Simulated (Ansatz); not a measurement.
# Hf (P-1) in Ansatz: convergence with k mesh

Aim: find how far k mesh must go before the results for Hf settle, at r2SCAN. This setting moves, with any that are tied to it; all else stays.

All numbers are computed with Ansatz 0.2.0; they aren't measurements. Logs are shortened: lines on timing, memory, paths and dates and some standing lists are left out, and cuts for length are marked.

**1. The cell of the first run**

The typed cell holds 2 atoms: a = 3.197 Å, b = 3.197 Å, c = 5.058 Å, α = 90.00°, β = 90.00°, γ = 120.00°.

The cell isn't the ideal one: atoms moved at random, drawn with an rms of 0.05 Å.

**2. With k mesh 3 × 3 × 2**

The input, input.yaml:

```yaml
crystal:
  lattice:
    - [3.1967, 0.0, 0.0]
    - [-1.59835, 2.7684234083, 0.0]
    - [0.0, 0.0, 5.0578]
  atoms:
    - { symbol: Hf, position: [0.670799, 0.3463, 0.754506] }
    - { symbol: Hf, position: [0.325654, 0.67287, 0.246675] }
hamiltonian:
  xc: r2scan
  pseudopotentials: { kind: paw }
kpoints:
  mp_grid: { grid: [3, 3, 2] }
scf:
  occupations: { method: cold, width: 0.05 }
output:
  forces: true
  stress: true
  eigenvalues: true
```

Potentials or basis: Ansatz PAW.

Command:

```bash
$ ansatz run input.yaml --threads 2 --pin off --max-ram 5632MiB --backend cpu --events-out ev --progress --plain --runs-dir out
```

Wall time 4.7 s (2 threads of Intel Xeon at 2.50GHz (Skylake/Cascade Lake), shared host); peak memory 0.41 GiB.

What came out:

```yaml
Free_energy: -31466.1995 eV
Pressure: -0.6 GPa
Largest_force: 0.379 eV/Å
Band_gap_on_the_k_mesh: 0.30 eV
```

**3. With k mesh 4 × 4 × 2**

Changes to input.yaml since step 2:

```diff
@@ -12,3 +12,3 @@
 kpoints:
-  mp_grid: { grid: [3, 3, 2] }
+  mp_grid: { grid: [4, 4, 2] }
 scf:
```

Potentials or basis: Ansatz PAW.

Command:

```bash
$ ansatz run input.yaml --threads 2 --pin off --max-ram 5632MiB --backend cpu --events-out ev --progress --plain --runs-dir out
```

Wall time 4.7 s (2 threads of Intel Xeon at 2.50GHz (Skylake/Cascade Lake), shared host); peak memory 0.43 GiB.

Results:

```yaml
Free_energy: -31466.0244 eV
Pressure: -0.8 GPa
Largest_force: 0.212 eV/Å
Band_gap_on_the_k_mesh: none (metal or under the smearing width)
```

**4. With k mesh 5 × 5 × 3**

Changes to input.yaml since step 3:

```diff
@@ -12,3 +12,3 @@
 kpoints:
-  mp_grid: { grid: [4, 4, 2] }
+  mp_grid: { grid: [5, 5, 3] }
 scf:
```

Command:

```bash
$ ansatz run input.yaml --threads 2 --pin off --max-ram 5632MiB --backend cpu --events-out ev --progress --plain --runs-dir out
```

It took 7.3 s on 2 threads of Intel Xeon at 2.50GHz (Skylake/Cascade Lake), shared host; peak memory 0.46 GiB.

Results:

```
Free energy            : -31466.0939 eV
Pressure               : -0.8 GPa
Largest force          : 0.140 eV/Å
Band gap on the k mesh : none (metal or under the smearing width)
```

**5. With k mesh 6 × 6 × 3**

Changes to input.yaml since step 4:

```diff
@@ -12,3 +12,3 @@
 kpoints:
-  mp_grid: { grid: [5, 5, 3] }
+  mp_grid: { grid: [6, 6, 3] }
 scf:
```

Command:

```bash
$ ansatz run input.yaml --threads 2 --pin off --max-ram 5632MiB --backend cpu --events-out ev --progress --plain --runs-dir out
```

Run time: 9.8 s. Hardware: 2 threads of Intel Xeon at 2.50GHz (Skylake/Cascade Lake), shared host; peak memory 0.49 GiB.

Results:

```
Free energy            : -31466.0662 eV
Pressure               : 0.4 GPa
Largest force          : 0.138 eV/Å
Band gap on the k mesh : none (metal or under the smearing width)
```

**6. With k mesh 7 × 7 × 4**

Changes to input.yaml since step 5:

```diff
@@ -12,3 +12,3 @@
 kpoints:
-  mp_grid: { grid: [6, 6, 3] }
+  mp_grid: { grid: [7, 7, 4] }
 scf:
```

Potentials or basis: Ansatz PAW.

Command:

```bash
$ ansatz run input.yaml --threads 2 --pin off --max-ram 5632MiB --backend cpu --events-out ev --progress --plain --runs-dir out
```

It took 15 s on 2 threads of Intel Xeon at 2.50GHz (Skylake/Cascade Lake), shared host; peak memory 0.53 GiB.

Results (log left out):

| Item | Value |
| --- | --- |
| Free energy | -31466.1252 eV |
| Pressure | -0.1 GPa |
| Largest force | 0.144 eV/Å |
| Band gap on the k mesh | none (metal or under the smearing width) |

**7. With k mesh 9 × 9 × 5**

Changes to input.yaml since step 6:

```diff
@@ -12,3 +12,3 @@
 kpoints:
-  mp_grid: { grid: [7, 7, 4] }
+  mp_grid: { grid: [9, 9, 5] }
 scf:
```

Command:

```bash
$ ansatz run input.yaml --threads 2 --pin off --max-ram 5632MiB --backend cpu --events-out ev --progress --plain --runs-dir out
```

Run time: 28 s. Hardware: 2 threads of Intel Xeon at 2.50GHz (Skylake/Cascade Lake), shared host; peak memory 0.64 GiB.

It converged, with:

* Free energy: -31466.1214 eV
* Pressure: -0.5 GPa
* Largest force: 0.154 eV/Å
* Band gap on the k mesh: none (metal or under the smearing width)

**8. With k mesh 11 × 11 × 6**

Changes to input.yaml since step 7:

```diff
@@ -12,3 +12,3 @@
 kpoints:
-  mp_grid: { grid: [9, 9, 5] }
+  mp_grid: { grid: [11, 11, 6] }
 scf:
```

Command:

```bash
$ ansatz run input.yaml --threads 2 --pin off --max-ram 5632MiB --backend cpu --events-out ev --progress --plain --runs-dir out
```

Run time: 52 s. Hardware: 2 threads of Intel Xeon at 2.50GHz (Skylake/Cascade Lake), shared host; peak memory 0.8 GiB.

The run converged. Its results:

```
Free energy            : -31466.1210 eV
Pressure               : 0.1 GPa
Largest force          : 0.142 eV/Å
Band gap on the k mesh : none (metal or under the smearing width)
```

**9. With k mesh 13 × 13 × 7**

Changes to input.yaml since step 8:

```diff
@@ -12,3 +12,3 @@
 kpoints:
-  mp_grid: { grid: [11, 11, 6] }
+  mp_grid: { grid: [13, 13, 7] }
 scf:
```

Potentials or basis: Ansatz PAW.

Command:

```bash
$ ansatz run input.yaml --threads 2 --pin off --max-ram 5632MiB --backend cpu --events-out ev --progress --plain --runs-dir out
```

It took 83 s on 2 threads of Intel Xeon at 2.50GHz (Skylake/Cascade Lake), shared host; peak memory 1 GiB.

Results (log left out):

* Free energy: -31466.1198 eV
* Pressure: 0.0 GPa
* Largest force: 0.127 eV/Å
* Band gap on the k mesh: none (metal or under the smearing width)

**10. With k mesh 16 × 16 × 9**

Changes to input.yaml since step 9:

```diff
@@ -12,3 +12,3 @@
 kpoints:
-  mp_grid: { grid: [13, 13, 7] }
+  mp_grid: { grid: [16, 16, 9] }
 scf:
```

Potentials or basis: Ansatz PAW.

Command:

```bash
$ ansatz run input.yaml --threads 2 --pin off --max-ram 5632MiB --backend cpu --events-out ev --progress --plain --runs-dir out
```

The program printed:

```text
Warning: RAYON_NUM_THREADS=2 ignored (pool sized by the plan → 2); use --threads N
Engine: ansatz 0.2.0, x86_64-unknown-linux-gnu
Pseudopotentials: kind: paw
Pseudopotential: Hf, paw, valence charge 26, recommended cutoff 500 eV (meta_gga), Hf.paw.azcp
Functional definition: r2SCAN
  parameter k0 = 0.174
  parameter k1 = 0.065
  parameter a1 = 4.9479
  exchange = r2scan_x(k0 = k0, k1 = k1, a1 = a1)
  correlation = r2scan_c
Crystal: 2 atoms, lattice volume = 44.761 Å³
Basis set: ecut = 500 eV, 1117 PW (Γ), exchange–correlation on 96×96×160 points (64 copies of the dense FFT grid, shifted against one another)
Bands: 32, of which v1, the nominal top of the filled ones, is band 26 counted from 1 (25 counted from 0)
Symmetry: 2 space group operations
Space group: P-1 (ITA 2), of the structure as read, at distance tolerance 3.6e-5 Å
k-points: 1154 of 2304
Non-local potential: Hf, projectors of the file, l = 0: 3, l = 1: 2, l = 2: 2, l = 3: 3
PAW form: soft (Blöchl's): semilocal exchange-correlation on the pseudo side does not see the compensation charge
PAW frozen core: Hf, regenerated for the run's functional (the file was generated under x = pbe(κ = 0.804, μ = 0.2195149727645171), c = pbe(β = 0.06672455060314922))
PAW one-centre angular grid: Hf, 974 points (default); XC on 160 Gauss nodes
Initial density: superposition of atomic densities (neutral atoms: chi_scale 0, normalization atom), corrected by the library's trained network
Initial wavefunctions: pseudopotential atomic-orbital guess
Functional: x = r2scan, c = r2scan; τ floored in thin density (d = 2e-4 eV/Å³)
SCF iter   1: F=—  HF=-31466.102987 eV  |F-HF|=—  |Δ(HF+E_count)|=         —  Δρ=9.02e-3  dr2=1.96e-2  dr2_τ=3.49e-2  ethr=1.77e-3  ⟨swp⟩=3.7  Hψ=119147  notcnv=0
preconditioner: auto → Kerker (q_TF=auto, 2.797 Å⁻¹)  [metal: Δε(μ)=0.000 eV  Ē_g=18.438 eV  σ=0.050 eV  W_gap=0.01  n_scr=22 (ndim 8)  ℏωp=38.5 eV  f_vac=0.000  D(μ)=1.19/eV (n_scr^D=2)]
SCF iter   2: F=—  HF=-31466.118777 eV  |F-HF|=—  |Δ(HF+E_count)|=   1.58e-2  S|Δr|=    0.00e0  Δρ=4.30e-3  dr2=5.49e-3  dr2_τ=1.70e-3  ethr=3.78e-5  ⟨swp⟩=2.5  Hψ=88769  notcnv=0  defer=1800
SCF iter   3: F=—  HF=-31466.119007 eV  |F-HF|=—  |Δ(HF+E_count)|=   2.30e-4  S|Δr|=    0.00e0  Δρ=3.46e-3  dr2=3.49e-3  dr2_τ=2.96e-4  ethr=1.06e-5  ⟨swp⟩=2.0  Hψ=51310  notcnv=0  defer=1800
SCF iter   4: F=—  HF=-31466.120721 eV  |F-HF|=—  |Δ(HF+E_count)|=   1.71e-3  S|Δr|=    0.00e0  Δρ=3.71e-4  dr2=5.38e-5  dr2_τ=1.29e-5  ethr=6.71e-6  ⟨swp⟩=2.0  Hψ=62951  notcnv=0  defer=1800
SCF iter   5: F=—  HF=-31466.120715 eV  |F-HF|=—  |Δ(HF+E_count)|=   6.18e-6  S|Δr|=    0.00e0  Δρ=1.25e-4  dr2=8.44e-6  dr2_τ=6.51e-7  ethr=1.03e-7  ⟨swp⟩=2.0  Hψ=56743  notcnv=0  defer=1800
SCF iter   6: F=—  HF=-31466.120715 eV  |F-HF|=—  |Δ(HF+E_count)|=   3.33e-7  S|Δr|=    0.00e0  Δρ=3.06e-5  dr2=3.95e-7  dr2_τ=8.27e-8  ethr=1.62e-8  ⟨swp⟩=2.0  Hψ=65194  notcnv=0  defer=1800
SCF iter   7: F=-31466.120715 eV  HF=-31466.120715 eV  |F-HF|=1.05e-8  |Δ(HF+E_count)|=   6.18e-8  S|Δr|=    0.00e0  Δρ=9.48e-6  dr2=4.27e-8  dr2_τ=1.27e-9  ethr=1.92e-10  ⟨swp⟩=7.4  Hψ=159658  notcnv=0
SCF 1 converged in 7 iterations: F = -31466.120715 eV  dr2 = 4.27e-8
SCF converged after 7 iterations
Stability not checked: this state was not tested for a lower state beside it, because cold or Methfessel-Paxton smearing, or corrected tetrahedra, fill the levels in a way that the test cannot read (fill_not_monotonic; see scf.lower_state_search)
Free energy (F): -31466.120715 eV
Harris-Foulkes:  -31466.120715 eV  (|F-HF|=1.05e-8)
Internal energy: -31466.120515 eV  (E = F + TS)
E sigma→0 (E₀):  -31466.120648 eV
Entropy (-TS):   -0.000201 eV (-0.100 meV/atom)
Fermi energy:    19.848684 eV
Step filling:    the computed levels leave a gap of 0.0008 eV = 0.0 smearing widths at the electron count; against every level under it full and every level over it empty, smearing changes F+E_penalty+E_count by -0.014 meV and its σ→0 estimate by +0.053 meV
--- Per-component energies (eV) ---
  E_band       = 39.932195
  E_kinetic    = 848.720861
  E_local      = -10153.527910  (includes V_loc(G=0)·N_el)
  E_nonlocal   = -2497.479067
  E_hartree    = 4779.377769
  E_xc         = -566.699069
  E_vxc        = -586.512393  (∫ρ·V_xc dr)
  E_paw        = -13904.432390  (= ΣΔE_a)
  E_vpaw       = 2841.070720  (= ΣTr[D̂ρ^β])
  E_aug_tail   = -0.000002  (compensation charges beyond the density's cutoff)
  E_vtau       = 28.915452  (kinetic-family band-sum trace: ∫τ·v_τ [+ j·A + Jᵃ·Aᵃ] dr)
  E_ewald      = -9972.723750
  E_core_change = 0.643044  (= ΣΔE_core)
  E_smearing   = -0.000201  (= −TS)
  E_closure    = -0.000000  (closes the sum)
  Σ components = -31466.120715   (vs F -31466.120715, Δ=0.00e0)
--- Forces (eV/Å), atoms counted from 1 ---
  atom   1  Hf    -0.07391256    -0.05083203    -0.11895137
  atom   2  Hf     0.07391256     0.05083203     0.11895137
  max |Σ_I F_I| component: 0.00e0 eV/Å
--- Stress (GPa, compression-positive) ---
        0.184169       0.305801       0.054430
        0.305801      -0.236785       0.036375
        0.054430       0.036374      -0.127221
  P = ⅓ Tr σ = -0.0599 GPa (-0.599 kbar)
--- Band table (eV; the first three rows and the last of 1154) ---
  k-point 0: bands = ["-43.8718", "-43.7943", "-12.3758", "-11.6084", "-11.5987", "-11.4770", "-11.4709", "-11.4679", "7.6961", "7.7307", "7.7354", "7.7355", "7.7364", "7.7384", "7.7390", "7.7499", "7.7503", "7.7555", "7.7755", "7.7781", "7.8181", "7.8218", "12.0825", "15.9726", "20.2554", "21.1165", "21.1581", "21.4492", "21.9627", "22.0422", "22.6744", "22.8382"]
  k-point 1: bands = ["-43.8696", "-43.7966", "-12.3504", "-11.6044", "-11.5951", "-11.4999", "-11.4807", "-11.4722", "7.6964", "7.7268", "7.7288", "7.7320", "7.7357", "7.7436", "7.7437", "7.7490", "7.7504", "7.7560", "7.7782", "7.7804", "7.8182", "7.8217", "12.2009", "15.9062", "20.1064", "21.0543", "21.0900", "21.3408", "21.8655", "21.9465", "22.8611", "23.0265"]
  k-point 2: bands = ["-43.8630", "-43.8032", "-12.2770", "-11.5943", "-11.5849", "-11.5809", "-11.4911", "-11.4842", "7.6977", "7.7208", "7.7223", "7.7281", "7.7365", "7.7368", "7.7379", "7.7566", "7.7580", "7.7604", "7.7826", "7.7839", "7.8186", "7.8214", "12.5465", "15.6666", "19.8197", "20.9527", "20.9723", "21.0431", "21.6253", "21.7029", "23.3330", "23.4966"]
  k-point 1153: bands = ["-43.7971", "-43.7912", "-12.2833", "-12.2503", "-11.7209", "-11.7007", "-11.6681", "-11.6513", "7.7145", "7.7194", "7.7309", "7.7331", "7.7351", "7.7390", "7.7560", "7.7573", "7.7696", "7.7709", "7.7753", "7.7787", "7.7927", "7.7932", "16.1892", "16.4467", "18.6517", "18.8672", "20.8424", "21.0783", "22.3009", "23.1498", "26.0886", "26.2620"]
```

Run time: 2.5 min. Hardware: 2 threads of Intel Xeon at 2.50GHz (Skylake/Cascade Lake), shared host; peak memory 1.6 GiB.

What came out:

| Item | Value |
| --- | --- |
| Free energy | -31466.1207 eV |
| Pressure | -0.1 GPa |
| Largest force | 0.149 eV/Å |
| Band gap on the k mesh | none (metal or under the smearing width) |

**11. Summary**

```csv
k mesh,"energy less the tightest run, at zero smearing (meV/atom)",pressure (GPa),largest force (eV/Å),gap on the mesh (eV),SCF cycles,CPU time (s),peak memory (GiB)
3 × 3 × 2,-39.42,-0.62,0.379,0.297,9,8.3,0.41
4 × 4 × 2,48.81,-0.84,0.212,0.000,7,8.4,0.43
5 × 5 × 3,13.62,-0.76,0.140,0.000,7,13,0.46
6 × 6 × 3,27.71,0.37,0.138,0.000,7,18,0.49
7 × 7 × 4,-2.30,-0.07,0.144,0.000,7,28,0.53
9 × 9 × 5,-0.36,-0.46,0.154,0.000,7,53,0.64
11 × 11 × 6,-0.15,0.09,0.142,0.000,7,100,0.8
13 × 13 × 7,0.41,-0.04,0.127,0.000,7,160,1
16 × 16 × 9,0.00,-0.06,0.149,0.000,7,300,1.6
```

Against the tightest run, the energy stays within 1 meV/atom from 9 × 9 × 5 on; the pressure stays within 0.1 GPa from 13 × 13 × 7 on; the gap on the mesh stays within 0.01 eV from 4 × 4 × 2 on. Not settled before the last step: the largest force (to 0.005 eV/Å). Meshes of other sizes hit other points, so gaps and Fermi surfaces needn't settle smoothly. The tightest run that finished is the yardstick and may itself not be fully converged.

Caveats: the PAW data sets come from PBE, with cores solved anew for the run's functional, which leaves a small shift of forces and pressure.
